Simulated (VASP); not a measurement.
Level of theory: exact exchange on PBE orbitals, VASP's PBE PAW potentials (set 64) (plane waves; VASP).

VASP input:

### POSCAR
```
AlSb
1.0
  0.0000000000   3.0285080000   3.0285080000
  3.0285080000   0.0000000000   3.0285080000
  3.0285080000   3.0285080000   0.0000000000
Al Sb
1 1
Cartesian
  0.0000000000   0.0000000000   0.0000000000
  1.5142540000   1.5142540000   1.5142540000
```

File KPOINTS:
```
kpoints
0
G
4 4 4
0 0 0
```

**INCAR**
```
LCHARG  =  .False.
SIGMA  =  0.01
SYSTEM  =  AlSb
PRECFOCK  =  Normal
LREAL  =  .False.   ! projection in real space or not
LASPH  =  .True.   ! aspherical one-centre terms
ENCUT  =  350
AEXX  =  1.0
PREC  =  Normal
ALDAC  =  0.0
ALGO  =  Eigenval
ISMEAR  =  0   ! Gaussian
EDIFF  =  1E-8   ! SCF stop (eV)
LWAVE  =  .False.
GGA  =  PE   ! PBE
AGGAC  =  0.0
NELM  =  1   ! most electronic steps
LHFCALC  =  .True.
ISYM  =  3
```

POTCAR, in this order: Al_GW Sb_d_GW (PBE.64 set). Program: vasp_std. Read from the step before: WAVECAR.

The resulting files:

OUTCAR:
```
 ion  position               nearest neighbor table
   1  0.000  0.000  0.000-   2 2.62   2 2.62   2 2.62   2 2.62
   2  0.250  0.250  0.250-   1 2.62   1 2.62   1 2.62   1 2.62
  LATTYP: Found a face centered cubic cell.
 ALAT       =     6.0570160000
 Subroutine PRICEL returns:
 Original cell was already a primitive cell.
 Subroutine GETGRP returns: Found 24 space group operations
The static configuration has the point symmetry T_d .
The dynamic configuration has the point symmetry T_d .
 Subroutine INISYM returns: Found 24 space group operations
 Subroutine IBZKPT returns following result:
 Found      8 irreducible k-points:

 Following reciprocal coordinates:
            Coordinates               Weight
  0.000000  0.000000  0.000000      1.000000
  0.250000  0.000000  0.000000      8.000000
  0.500000  0.000000  0.000000      4.000000
  0.250000  0.250000  0.000000      6.000000
  0.500000  0.250000  0.000000     24.000000
 -0.250000  0.250000  0.000000     12.000000
  0.500000  0.500000  0.000000      3.000000
 -0.250000  0.500000  0.250000      6.000000
 Subroutine IBZKPT_HF returns following result:
   k-points           NKPTS =      8   k-points in BZ     NKDIM =     64   number of bands    NBANDS=     13
   number of dos      NEDOS =    301   number of ions     NIONS =      2
   total plane-waves  NPLWV =   8000
   dimension x,y,z NGX =    20 NGY =   20 NGZ =   20
   dimension x,y,z NGXF=    40 NGYF=   40 NGZF=   40
   ions per type =               1   1
   PREC   = normal    normal or accurate (medium, high low for compatibility)
   ISTART =      1    job   : 0-new  1-cont  2-samecut
   ICHARG =      0    charge: 1-file 2-atom 10-const
   ISPIN  =      1    spin polarized calculation?
   LNONCOLLINEAR =      F non collinear calculations
   LSORBIT =      F    spin-orbit coupling
   INIWAV =      1    electr: 0-lowe 1-rand  2-diag
   ENCUT  =  350.0 eV  25.72 Ry    5.07 a.u.   6.53  6.53  6.53*2*pi/ulx,y,z
   NELM   =      1;   NELMIN=  2; NELMDL=  0     # of ELM steps
...
```

### OSZICAR
```
       N       E                     dE             d eps       ncg     rms          rms(c)
EIG:   1    -0.142205047547E+02   -0.14221E+02    0.00000E+00     0   0.000E+00
   1 F= -.14220505E+02 E0= -.14220505E+02  d E =-.498956E-77
```

OUTCAR:
```
------------------------ aborting loop because EDIFF is reached ----------------------------------------
  volume of cell :       55.55
      direct lattice vectors                 reciprocal lattice vectors
     0.000000000  3.028508000  3.028508000    -0.165097797  0.165097797  0.165097797
     3.028508000  0.000000000  3.028508000     0.165097797 -0.165097797  0.165097797
     3.028508000  3.028508000  0.000000000     0.165097797  0.165097797 -0.165097797
 POSITION                                       TOTAL-FORCE (eV/Angst)
 -----------------------------------------------------------------------------------
      0.00000      0.00000      0.00000         0.000000      0.000000      0.000000
      1.51425      1.51425      1.51425        -0.000000     -0.000000     -0.000000
 -----------------------------------------------------------------------------------
    total drift:                               -0.000022      0.000002     -0.000010
  FREE ENERGIE OF THE ION-ELECTRON SYSTEM (eV)
  ---------------------------------------------------
  free  energy   TOTEN  =       -14.2205047547 eV

  energy  without entropy=      -14.2205047547  energy(sigma->0) =      -14.22050475

  exchange ACFDT corr.  =         0.00000000  see jH, gK, PRB 81, 115126
```
(Selected blocks of OUTCAR.)

The mesh is coarse, so the correlation energy is not converged in k-points.

The compound is AlSb in the zinc blende structure. This cell is one point of a volume scan, at 0.96 of the reference volume. The k-mesh is coarse (spacing up to 0.45 per Å, 2π included), so the numbers may not be converged in it.
